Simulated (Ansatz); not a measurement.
Moving the functional in RuAl

The cell as given:

The structure is cubic, space group Pm-3m (No. 221). The conventional cell has a = 2.992 Å, b = 2.992 Å, c = 2.992 Å, α = 90.00°, β = 90.00°, γ = 90.00°. Ru (site symmetry m-3m) has 8 Al at 2.59 Å as nearest neighbours. Al (site symmetry m-3m) has 8 Ru at 2.59 Å as nearest neighbours.

Kept alike: task relaxation of cell and atoms; k mesh 9 × 9 × 9; occupations fermi-dirac, width 0.05 eV; no spin polarisation. Program: Ansatz, Ansatz PAW. Cutoffs run from 420 to 500 eV. The mesh is that of the run's cell of 2 atoms. No spin-orbit coupling.

| run | volume (Å³/atom) |
| --- | --- |
| A | 13.729 |
| B | 13.551 |
| C | 13.788 |
| D | 14.003 |
| E | 13.262 |
| F | 13.181 |
| G | 12.884 |

The relaxations keep at least the cell's symmetry (Pm-3m). For a metal such a mesh leaves the last digits unconverged. Relaxations stop with a little pressure left, so the last digits of a volume or edge aren't settled. All rows use potentials made for PBE.

Task: The runs differ in the functional (and the cutoff that goes with it) alone: BLYP; LDA; PBE; PBEsol; RPBE; r2SCAN; revPBE. Which run is which?

Result: Run A is revPBE; run B is PBE; run C is RPBE; run D is BLYP; run E is r2SCAN; run F is PBEsol; run G is LDA. The volume runs from 12.884 (LDA) to 14.003 Å³/atom (BLYP). From PBE: BLYP +0.452; LDA -0.667; PBEsol -0.370; RPBE +0.237; r2SCAN -0.289; revPBE +0.178.

The volumes follow the usual order for a metallic compound: LDA gives the smallest cell, PBEsol and r2SCAN lie between it and PBE, and revPBE, RPBE and BLYP expand the lattice beyond PBE. The main cause is how each functional treats density gradients. LDA overbinds, while gradient-corrected exchange favours the more inhomogeneous density of a stretched lattice and so weakens the cohesion from Ru 4d–Al sp hybridisation and the metallic sp electrons. PBEsol softens this exchange enhancement; revPBE and RPBE strengthen it. BLYP's place at the top also fits its correlation part, which doesn't recover the uniform electron gas, a poor starting point for delocalised valence electrons. r2SCAN uses the kinetic-energy density as well, so its contraction from PBE can't be read as a weaker gradient correction alone.

The extremes are therefore easy to assign, whereas the pairs revPBE/RPBE and PBEsol/r2SCAN lie close together and are less secure on general grounds. The order of volumes doesn't by itself rank the functionals for formation energy or elastic stiffness.
